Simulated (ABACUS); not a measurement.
# Sc in ABACUS: the effect of functional

The system is Sc.

```
CELL_PARAMETERS angstrom
3.37390 0.00000 0.00000
-1.68695 2.92188 0.00000
0.00000 0.00000 5.37672
ATOMIC_POSITIONS crystal
Sc 0.66667 0.33333 0.75000
Sc 0.33333 0.66667 0.25000
```

The cell isn't the ideal one: volume scaled by 1.06.

Alike in all runs:

```yaml
Program: ABACUS 3.10.1
Task: equation of state
Potentials_or_basis: SG15 ONCV 1.2 PBE
Cutoff: 1075 eV
Density_cutoff: 4299 eV
Basis: plane waves
k_mesh: 6 × 6 × 4
Occupations: fermi-dirac, width 0.05 eV
Spin: no spin polarisation
```

```csv
functional,pressure (GPa)
LDA,?
PBEsol,-5.3
RPBE,-1.6
revPBE,-2.1
TPSS,-3.7
r2SCAN,-3.0
```

What does the run with functional LDA give?

Pressure -7.5 GPa.

Caveats: the potentials were made for another functional, which shifts forces and pressure.

Runs at the PBE level aren't shown here.
